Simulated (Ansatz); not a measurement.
# TePt (P-6m2) in Ansatz: a series of runs

The runs below take TePt through relaxation of cell and atoms, with r2SCAN.

All numbers are computed with Ansatz 0.2.0; they aren't measurements. Logs are shortened: lines on timing, memory, paths and dates and some standing lists are left out, and cuts for length are marked.

## 1. Starting point

It takes space group P-6m2 (No. 187, hexagonal). Conventional cell: a = 3.955 Å, b = 3.955 Å, c = 3.860 Å, α = 90.00°, β = 90.00°, γ = 120.00°. Around Pt (site symmetry -6m2) lie 6 Te at 2.99 Å. Te (site symmetry -6m2) is surrounded by 6 Pt at 2.99 Å.

Measurements of this composition are mostly on another form, of space group No. 166.

## 2. Relaxation of cell and atoms, r2SCAN

File input.yaml:

```yaml
crystal:
  lattice:
    - [3.95487585, 0.0, 0.0]
    - [-1.97743793, 3.42502296, 0.0]
    - [0.0, 0.0, 3.85976289]
  atoms:
    - { symbol: Pt, position: [0.0, 0.0, 0.0] }
    - { symbol: Te, position: [0.6666666667, 0.3333333333, 0.5] }
hamiltonian:
  xc: r2scan
  pseudopotentials: { kind: paw }
kpoints:
  mp_grid: { grid: [8, 8, 7] }
scf:
  occupations: { method: fermi_dirac, width: 0.05 }
output:
  forces: true
  stress: true
  eigenvalues: true
  write_density: true
  write_potential: true
  elf: true
  volumetric_format: npy
relax:
  f_tol: 0.01
  max_steps: 40
  cell: { stress_tol: 0.05 }
```

Potentials or basis: Ansatz PAW.

Command:

```
> ansatz run input.yaml --threads 2 --pin off --max-ram 5632MiB --backend cpu --events-out ev --progress --plain --runs-dir out
```

Output:

```text
Warning: RAYON_NUM_THREADS=2 ignored (pool sized by the plan → 2); use --threads N
Engine: ansatz 0.2.0, aarch64-unknown-linux-gnu
Pseudopotentials: kind: paw
Pseudopotential: Pt, paw, valence charge 18, recommended cutoff 500 eV (meta_gga), Pt.paw.azcp
Pseudopotential: Te, paw, valence charge 16, recommended cutoff 500 eV (meta_gga), Te.paw.azcp
Functional definition: r2SCAN
  parameter k0 = 0.174
  parameter k1 = 0.065
  parameter a1 = 4.9479
  exchange = r2scan_x(k0 = k0, k1 = k1, a1 = a1)
  correlation = r2scan_c
Crystal: 2 atoms, lattice volume = 52.283 Å³
Basis set: ecut = 500 eV, 1305 PW (Γ), exchange–correlation on 120×120×120 points (64 copies of the dense FFT grid, shifted against one another)
Bands: 21, of which v1, the nominal top of the filled ones, is band 17 counted from 1 (16 counted from 0)
Symmetry: 12 space group operations
Space group: P-6m2 (ITA 187), of the structure as read, at distance tolerance 3.7e-5 Å
k-points: 40 of 448 (time reversal used)
Non-local potential: Pt, projectors of the file, l = 0: 3, l = 1: 2, l = 2: 2, l = 3: 1
Non-local potential: Te, projectors of the file, l = 0: 2, l = 1: 2, l = 2: 2, l = 3: 2
PAW form: soft (Blöchl's): semilocal exchange-correlation on the pseudo side does not see the compensation charge
PAW frozen core: Pt, regenerated for the run's functional (the file was generated under x = pbe(κ = 0.804, μ = 0.2195149727645171), c = pbe(β = 0.06672455060314922))
PAW frozen core: Te, regenerated for the run's functional (the file was generated under x = pbe(κ = 0.804, μ = 0.2195149727645171), c = pbe(β = 0.06672455060314922))
PAW one-centre angular grid: Pt, 590 points (default); XC on 160 Gauss nodes
PAW one-centre angular grid: Te, 590 points (default); XC on 160 Gauss nodes
Initial density: superposition of atomic densities (neutral atoms: chi_scale 0, normalization atom), corrected by the library's trained network
Initial wavefunctions: pseudopotential atomic-orbital guess
Functional: x = r2scan, c = r2scan; τ floored in thin density (d = 2e-4 eV/Å³)
SCF iter   1: F=—  HF=-19530.948074 eV  |F-HF|=—  |Δ(HF+E_count)|=         —  Δρ=1.06e-2  dr2=7.99e-2  dr2_τ=9.85e-3  ethr=1.77e-3  ⟨swp⟩=6.0  Hψ=4092  notcnv=0
preconditioner: auto → Kerker (q_TF=auto, 2.539 Å⁻¹)  [metal: Δε(μ)=0.043 eV  Ē_g=8.185 eV  σ=0.050 eV  W_gap=0.21  n_scr=20 (ndim 8)  ℏωp=20.5 eV  f_vac=0.003  D(μ)=1.86/eV (n_scr^D=20)]
SCF iter   2: F=—  HF=-19530.944536 eV  |F-HF|=—  |Δ(HF+E_count)|=   3.54e-3  Δρ=3.49e-3  dr2=2.72e-3  dr2_τ=3.09e-3  ethr=2.35e-4  ⟨swp⟩=2.3  Hψ=1514  notcnv=0
SCF iter   3: F=—  HF=-19530.946127 eV  |F-HF|=—  |Δ(HF+E_count)|=   1.59e-3  Δρ=2.01e-3  dr2=1.11e-3  dr2_τ=4.10e-5  ethr=7.99e-6  ⟨swp⟩=1.9  Hψ=942  notcnv=0
SCF iter   4: F=—  HF=-19530.946673 eV  |F-HF|=—  |Δ(HF+E_count)|=   5.47e-4  Δρ=4.09e-4  dr2=1.25e-4  dr2_τ=1.91e-6  ethr=3.25e-6  ⟨swp⟩=2.0  Hψ=1135  notcnv=0
SCF iter   5: F=—  HF=-19530.946712 eV  |F-HF|=—  |Δ(HF+E_count)|=   3.88e-5  Δρ=1.11e-4  dr2=1.18e-5  dr2_τ=2.24e-7  ethr=3.67e-7  ⟨swp⟩=2.0  Hψ=1168  notcnv=0
SCF iter   6: F=—  HF=-19530.946707 eV  |F-HF|=—  |Δ(HF+E_count)|=   5.30e-6  Δρ=3.79e-5  dr2=8.74e-7  dr2_τ=4.05e-8  ethr=3.46e-8  ⟨swp⟩=2.1  Hψ=1210  notcnv=0
SCF iter   7: F=—  HF=-19530.946707 eV  |F-HF|=—  |Δ(HF+E_count)|=   3.18e-7  Δρ=1.69e-5  dr2=1.77e-7  dr2_τ=8.63e-9  ethr=2.94e-10  ⟨swp⟩=10.8  Hψ=6377  notcnv=0
SCF iter   8: F=-19530.946707 eV  HF=-19530.946707 eV  |F-HF|=1.22e-9  |Δ(HF+E_count)|=   6.25e-8  Δρ=3.48e-6  dr2=8.33e-9  dr2_τ=8.26e-10  ethr=2.94e-10  ⟨swp⟩=9.4  Hψ=5439  notcnv=0
SCF 1 converged in 8 iterations: F = -19530.946707 eV  dr2 = 8.33e-9
relax step   1: F+E_penalty+E_count = -19530.94670730 eV  Δ(F+E_penalty+E_count) = +0.000e0 eV  max|allowed force component| = 4.742e-17 eV/Å  Δτ_max = 0.0000 Å  P = -13.270 GPa  Ω = 52.283 Å³  (8 SCF iters, dr2 threshold 1.00e-7 eV, accepted)
[... 13 lines left out ...]
relax step   6: F+E_penalty+E_count = -19531.38267021 eV  Δ(F+E_penalty+E_count) = -2.339e-5 eV  max|allowed force component| = 4.163e-17 eV/Å  Δτ_max = 0.0000 Å  P = +0.002 GPa  Ω = 44.396 Å³  energy of the carried Pulay correction = +1.682e-3 eV  (5 SCF iters, dr2 threshold 1.70e-8 eV, accepted)
[... 11 lines left out ...]
relax step   7: F+E_penalty+E_count = -19531.38162872 eV  Δ(F+E_penalty+E_count) = +1.041e-3 eV  max|allowed force component| = 5.320e-17 eV/Å  Δτ_max = 0.0000 Å  P = -0.017 GPa  Ω = 44.396 Å³  stress off target by 3.53e-2 GPa  SCF on the basis re-selected at this cell (its energy is not comparable with the rows above)  (6 SCF iters)
basis re-selected at this cell: Δ(F+E_penalty+E_count) = +1.041e-3 eV, ΔP = -0.019 GPa vs the last step (what re-selecting the basis moved, of the pressure what is left beyond the Pulay correction that the steps carried, after the strain that the cell walked since its last selection, with what the two solves' SCF thresholds leave and, on support functions, any second-order correction that the steps lacked; it is no measure of the basis error at this ecutwfc). The dense FFT grid was sized anew with the basis: this SCF ran on 30×30×27 points, the steps before it on 30×30×30, so part of this shift can come from that change (see relax.cell in the input reference). This SCF's stress stands 3.53e-2 GPa from its target on what of the cell is left free (relax.cell.stress_tol is 5.00e-2 GPa) and its largest allowed force component is 5.32e-17 eV/Å (relax.f_tol is 1.00e-2 eV/Å): within both
SCF converged after 6 iterations
Free energy (F): -19531.381629 eV
Harris-Foulkes:  -19531.381629 eV  (|F-HF|=2.18e-11)
Internal energy: -19531.369540 eV  (E = F + TS)
E sigma→0 (E₀):  -19531.375585 eV
Entropy (-TS):   -0.012088 eV (-6.044 meV/atom)
Fermi energy:    15.277274 eV
--- Per-component energies (eV) ---
  E_band       = -470.798446
  E_kinetic    = 820.620308
  E_local      = -2977.779955  (includes V_loc(G=0)·N_el)
  E_nonlocal   = -106.822911
  E_hartree    = 1452.455923
  E_xc         = -365.244054
  E_vxc        = -449.641333  (∫ρ·V_xc dr)
  E_paw        = -14167.501969  (= ΣΔE_a)
  E_vpaw       = -690.783268  (= ΣTr[D̂ρ^β])
  E_aug_tail   = 0.000116  (compensation charges beyond the density's cutoff)
  E_vtau       = 28.696703  (kinetic-family band-sum trace: ∫τ·v_τ [+ j·A + Jᵃ·Aᵃ] dr)
  E_ewald      = -4187.150358
  E_core_change = 0.053361  (= ΣΔE_core)
  E_smearing   = -0.012088  (= −TS)
  E_closure    = -0.000000  (closes the sum)
  Σ components = -19531.381629   (vs F -19531.381629, Δ=0.00e0)
--- Forces (eV/Å), atoms counted from 1 ---
  atom   1  Pt    -0.00000000    -0.00000000     0.00000000
  atom   2  Te     0.00000000     0.00000000    -0.00000000
  max |Σ_I F_I| component: 7.86e-17 eV/Å
--- Stress (GPa, compression-positive) ---
       -0.007777       0.000000      -0.000000
        0.000000      -0.007777       0.000000
       -0.000000       0.000000      -0.035335
  P = ⅓ Tr σ = -0.0170 GPa (-0.170 kbar)
--- Band table (eV; the first three rows and the last of 40) ---
  k-point 0: bands = ["-85.0131", "-38.7480", "-38.6537", "-38.6537", "-23.6504", "-23.6260", "-23.6260", "-23.6191", "-23.6191", "0.7396", "10.6142", "10.6142", "10.9020", "12.4146", "12.4146", "14.1029", "16.2565", "16.2565", "16.8917", "21.6592", "21.7670"]
  k-point 1: bands = ["-85.0131", "-38.7516", "-38.6534", "-38.6534", "-23.6456", "-23.6270", "-23.6270", "-23.6193", "-23.6193", "0.9830", "10.5928", "10.7192", "10.7192", "12.1886", "12.1886", "12.9165", "16.4169", "16.4169", "18.0552", "21.9226", "21.9226"]
  k-point 2: bands = ["-85.0129", "-38.7598", "-38.6528", "-38.6528", "-23.6346", "-23.6294", "-23.6294", "-23.6197", "-23.6197", "1.6495", "8.9267", "10.9137", "10.9137", "11.8604", "11.8604", "12.7523", "16.4874", "16.4874", "19.2160", "22.6482", "22.6482"]
  k-point 39: bands = ["-85.0127", "-38.7653", "-38.6580", "-38.6563", "-23.6344", "-23.6316", "-23.6218", "-23.6156", "-23.6135", "3.2819", "8.8803", "9.0188", "10.5863", "12.2013", "12.9531", "13.6526", "14.2665", "15.0651", "16.1630", "18.2772", "23.2637"]
--- Relaxed structure (6 steps of the walk, 6 accepted, 1 SCFs on fresh bases) ---
  F+E_penalty+E_count = -19531.38162872 eV   max|allowed force component| = 5.320e-17 eV/Å   (the final SCF, on the basis selected at the relaxed cell)
  cell:  # Å, volume = 44.3964 Å³
    - [3.839717944604412, 2.802694958571365e-9, -3.7344712452431255e-34]
    - [-1.9198589747294112, 3.3252932819930434, -1.3669113407401394e-34]
    - [-3.6446589100735484e-34, -3.6446589100735484e-34, 3.477108033978661]
  atoms:
    - { symbol: Pt, position: [-3.700743415524894e-17, 2.399195914382508e-33, 0.0] }
    - { symbol: Te, position: [0.6666666666666667, 0.33333333333333326, 0.5] }
```

Wall time 42 s (2 threads of Arm Neoverse V2, shared host); peak memory 0.5 GiB.

What came out:

* Free energy: -19531.3816 eV
* Relaxed volume: 22.20 Å³/atom
* Relaxed cell: a = 3.840 Å, b = 3.840 Å, c = 3.477 Å, α = 90.00°, β = 90.00°, γ = 120.00°
* Space group after relaxing (to 0.05 Å): P-6m2 (No. 187)
* Energy gained by relaxing: 217.5 meV/atom
* Ionic steps: 7
* Pressure after relaxing: 0.0 GPa
* Band gap on the k mesh: none (metal or under the smearing width)

Step by step:
| step | energy change (eV) | largest force (eV/Å) | volume (Å³) |
| --- | --- | --- | --- |
| 1 | 0.0000 | 0.0000 | 52.28 |
| 2 | -0.3780 | 0.0000 | 46.50 |
| 3 | -0.4225 | 0.0000 | 43.09 |
| 4 | -0.4355 | 0.0000 | 44.42 |
| 5 | -0.4359 | 0.0000 | 44.39 |
| 6 | -0.4360 | 0.0000 | 44.40 |
| 7 | -0.4349 | 0.0000 | 44.40 |

Final structure:
```yaml
crystal:
  lattice:
    - [3.83972, 0.00000, 0.00000]
    - [-1.91986, 3.32529, 0.00000]
    - [0.00000, 0.00000, 3.47711]
  atoms:
    - { symbol: Pt, position: [0.00000, 0.00000, 0.00000] }
    - { symbol: Te, position: [0.66667, 0.33333, 0.50000] }
```

Levels at points of the mesh, in eV from the Fermi level:
```
            k point  band 13  band 14  band 15  band 16  band 17  band 18  band 19  band 20  band 21
 (0.00, 0.00, 0.00)    -4.38    -2.86    -2.86    -1.17     0.98     0.98     1.61     6.38     6.49
(0.00, -0.50, 0.00)    -4.08    -3.48    -2.97    -2.34    -1.82     2.21     3.15     6.54     8.75
```

Caveat: the volume moved by over 15 % at a fixed basis, so the end points are rough; the plane-wave basis is chosen anew once the cell has moved, so the energies of steps on either side of that aren't comparable; the PAW data sets come from PBE, with cores solved anew for the run's functional, which leaves a small shift of forces and pressure. Spin-orbit coupling is left out, which matters for the levels of Pt, Te.

## 3. Relaxation of cell and atoms, r2SCAN, target pressure 2 GPa, at which the enthalpy is minimised

Edit input.yaml of step 2 so:

```diff
@@ -19,6 +19,2 @@
   eigenvalues: true
-  write_density: true
-  write_potential: true
-  elf: true
-  volumetric_format: npy
 relax:
@@ -26,2 +22,2 @@
   max_steps: 40
-  cell: { stress_tol: 0.05 }
+  cell: { stress_tol: 0.05, p_target: 2.0 }
```

Potentials or basis: Ansatz PAW.

Command:

```
> ansatz run input.yaml --threads 2 --pin off --max-ram 5632MiB --backend cpu --events-out ev --progress --plain --runs-dir out
```

Wall time 39 s (2 threads of Arm Neoverse V2, shared host); peak memory 0.49 GiB.

The run converged. Its results:

```
Free energy                                            : -19531.3768 eV
Relaxed volume                                         : 21.80 Å³/atom
Relaxed cell                                           : a = 3.802 Å, b = 3.802 Å, c = 3.483 Å, α = 90.00°, β = 90.00°, γ = 120.00°
Space group after relaxing (to 0.05 Å)                 : P-6m2 (No. 187)
Energy change on relaxing (the enthalpy is what falls) : -215.1 meV/atom
Ionic steps                                            : 7
Pressure after relaxing                                : 2.0 GPa
Band gap on the k mesh                                 : none (metal or under the smearing width)
```

Step by step:
```csv
step,energy change (eV),largest force (eV/Å),volume (Å³)
1,0.0000,0.0000,52.28
2,-0.3829,0.0000,46.32
3,-0.3960,0.0000,42.19
4,-0.4319,0.0000,43.71
5,-0.4312,0.0000,43.61
6,-0.4313,0.0000,43.61
7,-0.4301,0.0000,43.61
```

Final structure:
```
Pt Te
1.0
     3.80222    0.00000    0.00000
    -1.90111    3.29282    0.00000
     0.00000    0.00000    3.48308
Pt Te
1 1
Direct
  0.00000 0.00000 0.00000
  0.66667 0.33333 0.50000
```

Levels at points of the mesh, in eV from the Fermi level:
```
            k point  band 15  band 16  band 17  band 18  band 19  band 20
 (0.00, 0.00, 0.00)    -2.94    -1.33     1.04     1.04     1.73     6.34
(0.00, -0.50, 0.00)    -3.06    -2.34    -1.85     2.21     3.20     6.46
```

Caveat: the volume moved by over 15 % at a fixed basis, so the end points are rough; the plane-wave basis is chosen anew once the cell has moved, so the energies of steps on either side of that aren't comparable; the PAW data sets come from PBE, with cores solved anew for the run's functional, which leaves a small shift of forces and pressure. The run has no spin-orbit coupling, so splittings on Pt, Te are missing.

## 4. Relaxation of cell and atoms, r2SCAN, target pressure 5 GPa, at which the enthalpy is minimised

Edit input.yaml of step 3 so:

```diff
@@ -22,2 +22,2 @@
   max_steps: 40
-  cell: { stress_tol: 0.05, p_target: 2.0 }
+  cell: { stress_tol: 0.05, p_target: 5.0 }
```

Command:

```
> ansatz run input.yaml --threads 2 --pin off --max-ram 5632MiB --backend cpu --events-out ev --progress --plain --runs-dir out
```

It took 35 s on 2 threads of Arm Neoverse V2, shared host; peak memory 0.48 GiB.

It converged, with:

| Property | Result |
| --- | --- |
| Free energy | -19531.3542 eV |
| Relaxed volume | 21.28 Å³/atom |
| Relaxed cell | a = 3.751 Å, b = 3.751 Å, c = 3.493 Å, α = 90.00°, β = 90.00°, γ = 120.00° |
| Space group after relaxing (to 0.05 Å) | P-6m2 (No. 187) |
| Energy change on relaxing (the enthalpy is what falls) | -203.7 meV/atom |
| Ionic steps | 7 |
| Pressure after relaxing | 5.0 GPa |
| Band gap on the k mesh | none (metal or under the smearing width) |

The path:
```csv
step,energy change (eV),largest force (eV/Å),volume (Å³)
1,0.0000,0.0000,52.28
2,-0.3876,0.0000,46.13
3,-0.3433,0.0000,41.13
4,-0.4140,0.0000,42.75
5,-0.4089,0.0000,42.57
6,-0.4087,0.0000,42.56
7,-0.4075,0.0000,42.56
```

Final structure:
```xyz
2
Lattice="3.7509 0.0000 0.0000 -1.8755 3.2484 0.0000 0.0000 0.0000 3.4929" Properties=species:S:1:pos:R:3 pbc="T T T"
Pt    0.0000    0.0000    0.0000
Te    1.8755    1.0828    1.7465
```

Levels at points of the mesh, in eV from the Fermi level:
| k point | band 14 | band 15 | band 16 | band 17 | band 18 | band 19 | band 20 | band 21 |
| --- | --- | --- | --- | --- | --- | --- | --- | --- |
| (0.00, 0.00, 0.00) | -3.05 | -3.05 | -1.56 | 1.14 | 1.14 | 1.90 | 6.30 | 6.71 |
| (0.00, -0.50, 0.00) | -3.48 | -3.17 | -2.34 | -1.87 | 2.21 | 3.28 | 6.34 | 8.58 |

Caveat: the volume moved by over 15 % at a fixed basis, so the end points are rough; the plane-wave basis is chosen anew once the cell has moved, so the energies of steps on either side of that aren't comparable; the PAW data sets come from PBE, with cores solved anew for the run's functional, which leaves a small shift of forces and pressure. Spin-orbit coupling is left out, which matters for the levels of Pt, Te.

## 5. Relaxation of cell and atoms, r2SCAN, target pressure 10 GPa, at which the enthalpy is minimised

Edit input.yaml of step 4 so:

```diff
@@ -22,2 +22,2 @@
   max_steps: 40
-  cell: { stress_tol: 0.05, p_target: 5.0 }
+  cell: { stress_tol: 0.05, p_target: 10.0 }
```

Command:

```
> ansatz run input.yaml --threads 2 --pin off --max-ram 5632MiB --backend cpu --events-out ev --progress --plain --runs-dir out
```

It took 31 s on 2 threads of Arm Neoverse V2, shared host; peak memory 0.49 GiB.

It converged, with:

| Item | Value |
| --- | --- |
| Free energy | -19531.2863 eV |
| Relaxed volume | 20.54 Å³/atom |
| Relaxed cell | a = 3.677 Å, b = 3.677 Å, c = 3.508 Å, α = 90.00°, β = 90.00°, γ = 120.00° |
| Space group after relaxing (to 0.05 Å) | P-6m2 (No. 187) |
| Energy change on relaxing (the enthalpy is what falls) | -169.8 meV/atom |
| Ionic steps | 6 |
| Pressure after relaxing | 10.0 GPa |
| Band gap on the k mesh | none (metal or under the smearing width) |

The path:
```
step  energy change (eV)  largest force (eV/Å)  volume (Å³)
   1              0.0000                0.0000        52.28
   2             -0.3917                0.0000        45.94
   3             -0.2732                0.0000        40.17
   4             -0.3529                0.0000        41.29
   5             -0.3410                0.0000        41.09
   6             -0.3396                0.0000        41.09
```

Final structure:
```yaml
crystal:
  lattice:
    - [3.67745, 0.00000, 0.00000]
    - [-1.83873, 3.18477, 0.00000]
    - [0.00000, 0.00000, 3.50839]
  atoms:
    - { symbol: Pt, position: [0.00000, 0.00000, 0.00000] }
    - { symbol: Te, position: [0.66667, 0.33333, 0.50000] }
```

Levels at points of the mesh, in eV from the Fermi level:
| k point | band 13 | band 14 | band 15 | band 16 | band 17 | band 18 | band 19 | band 20 | band 21 |
| --- | --- | --- | --- | --- | --- | --- | --- | --- | --- |
| (0.00, 0.00, 0.00) | -4.84 | -3.18 | -3.18 | -1.86 | 1.32 | 1.32 | 2.16 | 6.29 | 6.93 |
| (0.00, -0.50, 0.00) | -4.51 | -3.44 | -3.32 | -2.30 | -1.87 | 2.24 | 3.42 | 6.18 | 8.47 |

Caveat: the volume moved by over 15 % at a fixed basis, so the end points are rough; the plane-wave basis is chosen anew once the cell has moved, so the energies of steps on either side of that aren't comparable; the PAW data sets come from PBE, with cores solved anew for the run's functional, which leaves a small shift of forces and pressure. The run has no spin-orbit coupling, so splittings on Pt, Te are missing.

## 6. Overview

| cell | target pressure (GPa) | gap on the mesh (eV) | pressure (GPa) |
| --- | --- | --- | --- |
| relaxed | 0 | none | 0.0 |
| relaxed to 2 GPa | 2 | none | 2.0 |
| relaxed to 5 GPa | 5 | none | 5.0 |
| relaxed to 10 GPa | 10 | none | 10.0 |

Alike in all rows: task relaxation of cell and atoms; level r2SCAN; potentials or basis Ansatz PAW; no spin polarisation; k mesh 8 × 8 × 7; cutoff (eV) 500; smearing fermi-dirac 0.05 eV.

Caveats: the volume moved by over 15 % at a fixed basis, so the end points are rough; the plane-wave basis is chosen anew once the cell has moved, so the energies of steps on either side of that aren't comparable; the PAW data sets come from PBE, with cores solved anew for the run's functional, which leaves a small shift of forces and pressure.

Absolute energies hang on the potentials; compare differences alone.
